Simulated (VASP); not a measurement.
Set up this calculation in VASP 6.6.1, as the native input.

| Item | Value |
| --- | --- |
| Task | relaxation of cell and atoms |
| Functional | PBEsol |
| Dispersion | D4 |
| Potentials or basis | VASP PAW PBE potentials, release 64 (Os) |
| Cutoff | 600 eV |
| k mesh | 11 × 11 × 6 |
| Occupations | fermi-dirac, width 0.05 eV |
| Spin | no spin polarisation |
| Further INCAR settings | ALGO = Normal; EDIFF = 1e-06; IBRION = 2; EDIFFG = -0.01; NSW = 40; ISIF = 3 |

The structure of Os lies in POSCAR:

```
Os
1.0
    2.7341000000      0.0000000000      0.0000000000
   -1.3670500000      2.3678000565      0.0000000000
    0.0000000000      0.0000000000      4.3197000000
Os
2
Direct
    0.6666666667      0.3333333333      0.7500000000
    0.3333333333      0.6666666667      0.2500000000
```

One way to write it, as run:

INCAR

```
ALGO = Normal
EDIFF = 1E-6
EDIFFG = -0.01
ENCUT = 600
GGA = PS
IBRION = 2
ISIF = 3
ISMEAR = -1
IVDW = 13
LASPH = True
LCHARG = False
LREAL = False
LWAVE = False
NELM = 60
NSW = 40
PREC = Accurate
SIGMA = 0.05
```

KPOINTS

```
k-points
0
Gamma
  11 11 6
```

Potentials or basis: VASP PAW PBE potentials, release 64 (Os).

Launch:

```console
$ cat potpaw_PBE.64/Os/POTCAR > POTCAR
$ mpirun -np 1 vasp_std > vasp.out
```

It gave:

The relaxed volume is 13.78 Å³/atom and the relaxed cell is a = 2.721 Å, b = 2.721 Å, c = 4.301 Å, α = 90.00°, β = 90.00°, γ = 120.00°. The space group after relaxing (to 0.05 Å) is P6_3/mmc (No. 194), the energy gained by relaxing is 4.0 meV/atom and the ionic steps are 7. The pressure after relaxing is -0.1 GPa. The band gap on the k mesh is none (metal or under the smearing width). The dispersion energy per atom is -0.413 eV.

Caveat: the PAW data sets were made with another functional, which shifts forces and pressure a little; pairwise dispersion overbinds metals, which lowers pressure and volume.

Wall time 51 s on 1 thread of AMD EPYC 9R45 (Zen 5) (shared host), peak memory 0.14 GiB.
